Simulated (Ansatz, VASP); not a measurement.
One calculation of C, two programs

Contents of INCAR:

```
ALGO = Normal ; EDIFF = 1E-7
ENCUT = 520 ; GGA = PE
ISIF = 2 ; ISMEAR = 0
LASPH = True ; LCHARG = True
LELF = True ; LREAL = False
LVHAR = True ; LWAVE = False
NBANDS = 36 ; NELM = 80
PREC = Accurate ; SIGMA = 0.05
```

Contents of KPOINTS:

```
k-points
0
Gamma
  12 12 2
```

POSCAR

```
C
1.0
    2.3882000000      0.0000000000      0.0000000000
   -1.1941000000      2.0682418693      0.0000000000
    0.0000000000      0.0000000000     12.7398000000
C
12
Direct
    0.0000000000      0.0000000000      0.1868593266
    0.0000000000      0.0000000000      0.6868593266
    0.0000000000      0.0000000000      0.3131406734
    0.0000000000      0.0000000000      0.8131406734
    0.3333333333      0.6666666667      0.5207665411
    0.6666666667      0.3333333333      0.0207665411
    0.3333333333      0.6666666667      0.9792334589
    0.6666666667      0.3333333333      0.4792334589
    0.3333333333      0.6666666667      0.6450950823
    0.6666666667      0.3333333333      0.1450950823
    0.3333333333      0.6666666667      0.8549049177
    0.6666666667      0.3333333333      0.3549049177
```

Input for Ansatz:

```yaml
crystal:
  lattice:
    - [2.3882, 0.0, 0.0]
    - [-1.1941, 2.0682418693, 0.0]
    - [0.0, 0.0, 12.7398]
  atoms:
    - { symbol: C, position: [0.0, 0.0, 0.1868593266] }
    - { symbol: C, position: [0.0, 0.0, 0.6868593266] }
    - { symbol: C, position: [0.0, 0.0, 0.3131406734] }
    - { symbol: C, position: [0.0, 0.0, 0.8131406734] }
    - { symbol: C, position: [0.3333333333, 0.6666666667, 0.5207665411] }
    - { symbol: C, position: [0.6666666667, 0.3333333333, 0.0207665411] }
    - { symbol: C, position: [0.3333333333, 0.6666666667, 0.9792334589] }
    - { symbol: C, position: [0.6666666667, 0.3333333333, 0.4792334589] }
    - { symbol: C, position: [0.3333333333, 0.6666666667, 0.6450950823] }
    - { symbol: C, position: [0.6666666667, 0.3333333333, 0.1450950823] }
    - { symbol: C, position: [0.3333333333, 0.6666666667, 0.8549049177] }
    - { symbol: C, position: [0.6666666667, 0.3333333333, 0.3549049177] }
basis:
  ecutwfc: 520.0
kpoints:
  mp_grid: { grid: [12, 12, 2] }
hamiltonian:
  xc: pbe
  pseudopotentials: { kind: paw, azcp: { folder: soft_1 } }
scf:
  occupations: { method: gaussian, width: 0.05 }
output:
  forces: true
  stress: true
  eigenvalues: true
```

Alike in both runs: task single point; functional PBE; k mesh 12 × 12 × 2; occupations gaussian, width 0.05 eV; no spin polarisation.

|  | VASP | Ansatz |
| --- | --- | --- |
| version | VASP 6.6.1 | Ansatz 0.2.0 |
| potentials or method | VASP PAW PBE potentials, release 64 (C) | scalar-relativistic, plane waves, PAW |
| plane-wave cutoff (eV) | 520 | 520 |
| valence electrons in the cell | 48 | 48 |

```csv
,VASP,Ansatz,Ansatz less VASP
gap on the k mesh at the Fermi level (eV),3.56,3.56,+0.004
least direct gap on the mesh (eV),3.56,3.56,+0.004
rms of the force components (eV/Å),0.183,0.167,-0.0158
```

Atom by atom the forces differ by 0.016 eV/Å (rms over components). The functional is the same, so the differences come from potentials, cutoffs and numerics.
